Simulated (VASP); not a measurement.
# KCl (Sylvite): lattice, stiffness and zone-centre modes

What lattice, stiffness and vibrations does KCl (Sylvite) have at one level of theory? The starting structure is a measured crystal structure from the Crystallography Open Database. All runs use LDA.

Main program and level: VASP 6.6.1; Kohn-Sham DFT with plane waves and PAW; LDA.

### Step 1. The structure

Symmetry: Fm-3m, No. 225, cubic system. The conventional cell has a = 6.279 Å, b = 6.279 Å, c = 6.279 Å, α = 90.00°, β = 90.00°, γ = 90.00°. Nearest to K lie 6 Cl at 3.14 Å. Nearest to Cl lie 6 K at 3.14 Å. Farther neighbours and most contacts between anions are not listed.

Coordinates:

```xyz
2
Lattice="0.0000 3.1394 3.1394 3.1394 0.0000 3.1394 3.1394 3.1394 0.0000" Properties=species:S:1:pos:R:3 pbc="T T T"
K     0.0000    0.0000    0.0000
Cl    3.1394    3.1394    3.1394
```

### Step 2. Relaxation

This run starts from the cell of an earlier relaxation, which isn't shown; the restart sets up the plane waves anew.

File INCAR:

```
SYSTEM = KCl
PREC = Accurate
ENCUT = 500
EDIFF = 1E-07
NELM = 100
ISMEAR = 0
SIGMA = 0.03
LREAL = .FALSE.
ALGO = Normal
GGA = CA
NBANDS = 14
LORBIT = 11
LWAVE = .FALSE.
LCHARG = .FALSE.
KPAR = 4
IBRION = 2
NSW = 50
ISIF = 3
EDIFFG = -0.002
```

File POSCAR:

```
KCl
1.0
    0.0000000000      3.0415928823      3.0415928823
    3.0415928823      0.0000000000      3.0415928823
    3.0415928823      3.0415928823      0.0000000000
K Cl
1 1
Direct
    0.0000000000      0.0000000000      0.0000000000
    0.5000000000      0.5000000000      0.5000000000
```

File KPOINTS:

```
Automatic mesh
0
Gamma
6 6 6
0 0 0
```

Potentials, in the order of the species: K_sv and Cl (LDA family, release 64).

Command:

```console
$ mpirun -np 4 vasp_std
```

Output:

```text
[banner, memory and clock lines left out]
running    4 mpi-ranks, on    1 nodes
 distrk:  each k-point on    1 cores,    4 groups
 distr:  one band on    1 cores,    1 groups

 POSCAR found type information on POSCAR K Cl
 POSCAR found :  2 types and       2 ions
 LDA part: xc-table for (Slater(with rela. corr.)+CA(PZ))
 , standard interpolation
 POSCAR, INCAR and KPOINTS ok, starting setup
 FFT: planning ... GRIDC
 FFT: planning ... GRID_SOFT
 FFT: planning ... GRID
 WAVECAR not read
 entering main loop
       N       E                     dE             d eps       ncg     rms          rms(c)
DAV:   1     0.105019569385E+03    0.10502E+03   -0.71128E+03   448   0.101E+03
DAV:   2    -0.156377699996E+01   -0.10658E+03   -0.98439E+02   588   0.264E+02
DAV:   3    -0.746882327478E+01   -0.59050E+01   -0.58761E+01   592   0.543E+01
DAV:   4    -0.768104986656E+01   -0.21223E+00   -0.21200E+00   698   0.103E+01
DAV:   5    -0.768266046170E+01   -0.16106E-02   -0.16106E-02   586   0.926E-01    0.414E+00
DAV:   6    -0.743310860184E+01    0.24955E+00   -0.38468E-01   526   0.352E+00    0.329E+00
DAV:   7    -0.740789996131E+01    0.25209E-01   -0.70338E-02   594   0.170E+00    0.182E+00
DAV:   8    -0.740765387527E+01    0.24609E-03   -0.10944E-02   640   0.847E-01    0.206E-01
DAV:   9    -0.740766052656E+01   -0.66513E-05   -0.44103E-04   600   0.126E-01    0.715E-02
DAV:  10    -0.740774483661E+01   -0.84310E-04   -0.54177E-05   506   0.563E-02    0.598E-03
DAV:  11    -0.740774557223E+01   -0.73562E-06   -0.17997E-06   608   0.107E-02    0.438E-03
DAV:  12    -0.740774599669E+01   -0.42446E-06   -0.10416E-06   520   0.738E-03    0.332E-03
DAV:  13    -0.740774595592E+01    0.40771E-07   -0.97305E-08   358   0.261E-03
   1 F= -.74077460E+01 E0= -.74077460E+01  d E =-.740775E+01
 curvature:   0.00 expect dE= 0.000E+00 dE for cont linesearch  0.000E+00
 trial: gam= 0.00000 g(F)=  0.156E-64 g(S)=  0.219E-06 ort = 0.000E+00 (trialstep = 0.100E+01)
 search vector abs. value=  0.219E-06
 reached required accuracy - stopping structural energy minimisation
```

Run time: 6.4 s. Hardware: 4 MPI ranks of Intel Xeon Platinum 8175M at 2.50GHz (Skylake/Cascade Lake), shared host; peak memory 0.59 GiB; 21 s of CPU time.

Lines that name or quote the potential files are left out of all logs, and their timing lines are given in words.

From OUTCAR (step 2):

```text
ion  position               nearest neighbor table
   1  0.000  0.000  0.000-   2 3.04   2 3.04   2 3.04   2 3.04   2 3.04   2 3.04
   2  0.500  0.500  0.500-   1 3.04   1 3.04   1 3.04   1 3.04   1 3.04   1 3.04

  LATTYP: Found a face centered cubic cell.
 ALAT       =     6.0831857646

 Subroutine GETGRP returns: Found 48 space group operations
 (whereof 48 operations were pure point group operations)

The static configuration has the point symmetry O_h .

 Found     16 irreducible k-points:

   k-points           NKPTS =     16   k-points in BZ     NKDIM =     16   number of bands    NBANDS=     14

   dimension x,y,z NGX =    32 NGY =   32 NGZ =   32
   dimension x,y,z NGXF=    64 NGYF=   64 NGZF=   64

   ENCUT  =  500.0 eV  36.75 Ry    6.06 a.u.   7.84  7.84  7.84*2*pi/ulx,y,z

   NELECT =      16.0000    total number of electrons

 k-points in reciprocal lattice and weights: Automatic mesh
   0.00000000  0.00000000  0.00000000       0.005
   0.16666667  0.00000000  0.00000000       0.037
   0.33333333  0.00000000  0.00000000       0.037
   0.50000000  0.00000000  0.00000000       0.019
   0.16666667  0.16666667  0.00000000       0.028
   0.33333333  0.16666667  0.00000000       0.111
   0.50000000  0.16666667  0.00000000       0.111
  -0.33333333  0.16666667  0.00000000       0.111
  -0.16666667  0.16666667  0.00000000       0.056
[...]
-0.33333333  0.33333333  0.16666667       0.111
  -0.33333333  0.50000000  0.16666667       0.056

 average (electrostatic) potential at core
       1 -35.1717       2 -98.1017

 E-fermi :  -1.4531

 k-point     1 :       0.0000    0.0000    0.0000
  band No.  band energies     occupation
    ...
      4     -11.9486      2.00000
      5     -11.9486      2.00000
      6      -1.6382      2.00000
      7      -1.6382      2.00000
      8      -1.6382      2.00000
      9       3.4647      0.00000
     10       6.4717      0.00000
     11       6.4717      0.00000
     12       6.4717      0.00000
     13       7.4706      0.00000
    ...

 k-point     2 :       0.1667    0.0000    0.0000
  band No.  band energies     occupation
    ...
      4     -11.9519      2.00000
      5     -11.8617      2.00000
      6      -2.0437      2.00000
      7      -1.7565      2.00000
      8      -1.7565      2.00000
      9       4.1815      0.00000
     10       6.2974      0.00000
     11       6.8588      0.00000
     12       6.8588      0.00000
     13       7.9170      0.00000
    ...

 k-point     3 :       0.3333    0.0000    0.0000
  band No.  band energies     occupation
    ...
      4     -11.9585      2.00000
      5     -11.7012      2.00000
      6      -2.6925      2.00000
      7      -1.9767      2.00000
      8      -1.9767      2.00000
      9       5.4034      0.00000
     10       6.5242      0.00000
     11       7.9149      0.00000
     12       7.9149      0.00000
     13       9.0311      0.00000
    ...

  Total       -0.0017410     -0.0017410     -0.0017410      0.0000000     -0.0000000      0.0000000
  in kB       -0.0495645     -0.0495645     -0.0495645      0.0000000     -0.0000000      0.0000000
  external PRESSURE =      -0.0495645 kB  Pullay stress =       0.0000000 kB

  energy-cutoff  :      500.00
  volume of cell :       56.28
      direct lattice vectors                 reciprocal lattice vectors
     0.000000000  3.041592882  3.041592882    -0.164387549  0.164387549  0.164387549
     3.041592882  0.000000000  3.041592882     0.164387549 -0.164387549  0.164387549
     3.041592882  3.041592882  0.000000000     0.164387549  0.164387549 -0.164387549

 POSITION                                       TOTAL-FORCE (eV/Angst)
 -----------------------------------------------------------------------------------
      0.00000      0.00000      0.00000         0.000000      0.000000      0.000000
      3.04159      3.04159      3.04159         0.000000     -0.000000     -0.000000
 -----------------------------------------------------------------------------------
    total drift:                                0.000000     -0.000000     -0.000000

  FREE ENERGIE OF THE ION-ELECTRON SYSTEM (eV)
  ---------------------------------------------------
  free  energy   TOTEN  =        -7.4077459559 eV

  energy  without entropy=       -7.4077459559  energy(sigma->0) =       -7.40774596

 reached required accuracy - stopping structural energy minimisation

 total charge
# of ion       s       p       d       tot
------------------------------------------
    1        1.959   5.568   0.035   7.561
    2        1.585   3.551   0.000   5.136
--------------------------------------------------
tot          3.544   9.119   0.035  12.697

[... 3 further parts left out ...]
```

CONTCAR:

```
KCl
   1.00000000000000
     0.0000000000000000    3.0415928822999998    3.0415928822999998
     3.0415928822999998    0.0000000000000000    3.0415928822999998
     3.0415928822999998    3.0415928822999998    0.0000000000000000
  K               Cl
     1     1
Direct
     0.0000000000000000    0.0000000000000000    0.0000000000000000
     0.5000000000000000    0.5000000000000000    0.5000000000000000
```

The run keeps the 48 symmetry operations of its start, so it cannot find a distortion of lower symmetry.

The relaxed cell holds 28.139 Å³ an atom, with a = 6.083 Å (-3.1 % against the database cell). Pressures at 0.985 and 1.015 times this volume, from two more relaxations that aren't shown, give a bulk modulus of 24.5 GPa.

### Step 3. Elastic constants

File INCAR:

```
SYSTEM = KCl
PREC = Accurate
ENCUT = 700
EDIFF = 1E-08
NELM = 100
ISMEAR = 0
SIGMA = 0.03
LREAL = .FALSE.
ALGO = Normal
GGA = CA
NBANDS = 14
LORBIT = 11
LWAVE = .FALSE.
LCHARG = .FALSE.
KPAR = 4
IBRION = 6
NFREE = 2
POTIM = 0.015
ISIF = 3
NSW = 1
```

POSCAR is that of step 2.

File KPOINTS:

```
Automatic mesh
0
Gamma
8 8 8
0 0 0
```

Command:

```console
$ mpirun -np 4 vasp_std
```

Output:

```text
[... set-up lines as in an earlier step ...]
 entering main loop
       N       E                     dE             d eps       ncg     rms          rms(c)
DAV:   1     0.127568619361E+03    0.12757E+03   -0.84298E+03   812   0.131E+03
DAV:   2     0.500384366170E+00   -0.12707E+03   -0.11346E+03   968   0.294E+02
DAV:   3    -0.739700521578E+01   -0.78974E+01   -0.78370E+01  1118   0.645E+01
DAV:   4    -0.768089180893E+01   -0.28389E+00   -0.28370E+00  1282   0.115E+01
[...]
DAV:  12    -0.740812180773E+01   -0.38090E-06   -0.10579E-06   956   0.732E-03    0.318E-03
DAV:  13    -0.740812176402E+01    0.43709E-07   -0.11766E-07  1034   0.266E-03    0.101E-03
DAV:  14    -0.740812176077E+01    0.32487E-08   -0.15431E-08   838   0.963E-04
   1 F= -.74081218E+01 E0= -.74081218E+01  d E =-.144578E-14
[... from here on, the cycles between the ionic steps are left out ...]
   2 F= -.74061864E+01 E0= -.74061864E+01  d E =-.194604E-14
   3 F= -.74053254E+01 E0= -.74053254E+01  d E =-.106087E-17
   4 F= -.74061864E+01 E0= -.74061864E+01  d E =-.429372E-14
   5 F= -.74053254E+01 E0= -.74053254E+01  d E =-.107449E-17
   6 F= -.74061864E+01 E0= -.74061864E+01  d E =-.162876E-14
   7 F= -.74053254E+01 E0= -.74053254E+01  d E =-.106183E-17
   8 F= -.74078747E+01 E0= -.74078747E+01  d E =-.279400E-15
   9 F= -.74078747E+01 E0= -.74078747E+01  d E =-.278878E-15
  10 F= -.74078747E+01 E0= -.74078747E+01  d E =-.279781E-15
  11 F= -.74078747E+01 E0= -.74078747E+01  d E =-.279231E-15
  12 F= -.74078747E+01 E0= -.74078747E+01  d E =-.279337E-15
  13 F= -.74078747E+01 E0= -.74078747E+01  d E =-.279184E-15
  14 F= -.74079188E+01 E0= -.74079188E+01  d E =-.140284E-14
  15 F= -.74079188E+01 E0= -.74079188E+01  d E =-.140773E-14
  16 F= -.74079200E+01 E0= -.74079200E+01  d E =-.140251E-14
  17 F= -.74079200E+01 E0= -.74079200E+01  d E =-.140230E-14
 Finite differences progress:
  Degree of freedom:   8/  8
  Displacement:        2/  2
  Total:              16/ 16
```

Elapsed: 11 min, on 4 MPI ranks; peak memory 1.7 GiB; 39 min of CPU time.

OUTCAR, selected parts (step 3):

```text
  Total        0.0202136      0.0171423      0.0171423     -0.0000000      0.0000000      0.0000000
  in kB        0.5754684      0.4880289      0.4880289     -0.0000000      0.0000000      0.0000000
  external PRESSURE =       0.5171754 kB  Pullay stress =       0.0000000 kB

 POSITION                                       TOTAL-FORCE (eV/Angst)
 -----------------------------------------------------------------------------------
      0.00000      0.00000      0.00000        -0.026947      0.000000      0.000000
      3.02659      3.04159      3.04159         0.026947      0.000000      0.000000
 -----------------------------------------------------------------------------------
    total drift:                               -0.000136     -0.000000     -0.000000

  FREE ENERGIE OF THE ION-ELECTRON SYSTEM (eV)
  ---------------------------------------------------
  free  energy   TOTEN  =        -7.4079199740 eV

  energy  without entropy=       -7.4079199740  energy(sigma->0) =       -7.40791997

[... 3 further parts left out ...]
[key lines of the parts left out:]
E-fermi :  -1.4887
```

The last energy, forces and stress in OUTCAR belong to the last displaced cell, not to that of POSCAR.

The elastic tensor has C11 = 59.9, C12 = 6.7, C44 = 6.3 GPa; its Hill averages are a bulk modulus of 24.5 and a shear modulus of 11.8 GPa.

### Step 4. Modes of the relaxed cell

File INCAR:

```
SYSTEM = KCl
PREC = Accurate
ENCUT = 500
EDIFF = 1E-08
NELM = 100
ISMEAR = 0
SIGMA = 0.03
LREAL = .FALSE.
ALGO = Normal
GGA = CA
NBANDS = 14
LORBIT = 11
LWAVE = .FALSE.
LCHARG = .FALSE.
KPAR = 4
IBRION = 8
LEPSILON = .TRUE.
LPEAD = .TRUE.
ISIF = 2
```

POSCAR is that of step 3.

File KPOINTS:

```
Automatic mesh
0
Gamma
12 12 12
0 0 0
```

Command:

```console
$ mpirun -np 4 vasp_std
```

Output:

```text
[... set-up lines as in an earlier step ...]
 entering main loop
       N       E                     dE             d eps       ncg     rms          rms(c)
DAV:   1     0.106593390581E+03    0.10659E+03   -0.70981E+03  2016   0.101E+03
DAV:   2    -0.120455011616E+01   -0.10780E+03   -0.98230E+02  2598   0.265E+02
DAV:   3    -0.745995661904E+01   -0.62554E+01   -0.62181E+01  2696   0.554E+01
DAV:   4    -0.768067003886E+01   -0.22071E+00   -0.22059E+00  3250   0.101E+01
[...]
DAV:  12    -0.740771670865E+01   -0.39366E-06   -0.10505E-06  2364   0.722E-03    0.311E-03
DAV:  13    -0.740771666556E+01    0.43091E-07   -0.11669E-07  2610   0.262E-03    0.960E-04
DAV:  14    -0.740771666279E+01    0.27719E-08   -0.14765E-08  2018   0.927E-04
   1 F= -.74077167E+01 E0= -.74077167E+01  d E =-.220053E-22
 Linear response reoptimize wavefunctions to high precision
DAV:   1    -0.740771666304E+01   -0.24647E-09   -0.24041E-09  2108   0.358E-04
DAV:   2    -0.740771666303E+01    0.68212E-11   -0.16119E-10  1320   0.120E-04
 Linear response to external field (no local field effect), progress :
[...]
RMM:  17    -0.306480022657E+00    0.30215E-08   -0.89396E-09  9174   0.320E-05    0.119E-06
 first order change of Fermi-energy   0.71809E-04
 force on displaced ion       1 direction 1 :  -1.803   0.000   0.000
 Born effective charge ion    1 direction 1 :   1.110   0.000   0.000
 Linear response progress:
  Degree of freedom:   2/  2
       N       E                     dE             d eps       ncg     rms          rms(c)
RMM:   1    -0.196021288858E+00   -0.19602E+00   -0.21310E-02 10114   0.224E+00
RMM:   2    -0.192572985263E+00    0.34483E-02   -0.50508E-03  7908   0.438E-01    0.653E-02
RMM:   3    -0.193152838434E+00   -0.57985E-03   -0.30671E-04  8550   0.981E-02    0.272E-02
RMM:   4    -0.193713947721E+00   -0.56111E-03   -0.10641E-04  8765   0.447E-02    0.120E-02
[...]
RMM:  13    -0.193727823493E+00    0.13909E-07   -0.66956E-08 10991   0.516E-05    0.111E-05
RMM:  14    -0.193727781396E+00    0.42097E-07    0.66701E-08 10692   0.420E-05    0.146E-06
RMM:  15    -0.193727790008E+00   -0.86117E-08   -0.55504E-08 10223   0.366E-05    0.161E-06
 first order change of Fermi-energy   0.23351E-03
 force on displaced ion       2 direction 1 :  -1.796   0.000   0.000
 Born effective charge ion    2 direction 1 :  -1.110   0.000   0.000
 Born effective charges drift removed
 Linear response finished
```

The job ended after 7 min (4 MPI ranks; peak memory 2.3 GiB; 25 min of CPU time).

From OUTCAR (step 4):

```text
  Total       -0.0012248     -0.0012248     -0.0012248     -0.0000000     -0.0000000      0.0000000
  in kB       -0.0348702     -0.0348702     -0.0348702     -0.0000000     -0.0000000      0.0000000
  external PRESSURE =      -0.0348702 kB  Pullay stress =       0.0000000 kB

 POSITION                                       TOTAL-FORCE (eV/Angst)
 -----------------------------------------------------------------------------------
      0.00000      0.00000      0.00000        -0.000000     -0.000000     -0.000000
      3.04159      3.04159      3.04159         0.000000      0.000000      0.000000
 -----------------------------------------------------------------------------------
    total drift:                                0.000000     -0.000000     -0.000000

 MACROSCOPIC STATIC DIELECTRIC TENSOR (including local field effects in DFT)
 ------------------------------------------------------
           2.508008    -0.000000    -0.000000
           0.000000     2.508008    -0.000000
           0.000000     0.000000     2.508008
 ------------------------------------------------------

 MACROSCOPIC STATIC DIELECTRIC TENSOR IONIC CONTRIBUTION
 ------------------------------------------------------
           2.201620    -0.000000    -0.000000
          -0.000000     2.201620    -0.000000
          -0.000000    -0.000000     2.201620
 ------------------------------------------------------

[... 1 part as in an earlier step ...]

[... 1 further part left out ...]
```

The zone-centre modes at 28.139 Å³ an atom are T1u 162.2 cm⁻¹.

[end of part 1 of 2]

[Lines on the potential files, build, host, timing and source positions are cut from VASP's logs without a mark.]

[Logs are printed without paths, hosts, clocks, repeated set-up lines and the standing remarks that a program may print on its own settings, such as how far it seeks lower states.]

[Hosts, paths, dates, database ids (printed as entryN), source tags and the programs' standing remarks are cut or masked in the printed files.]
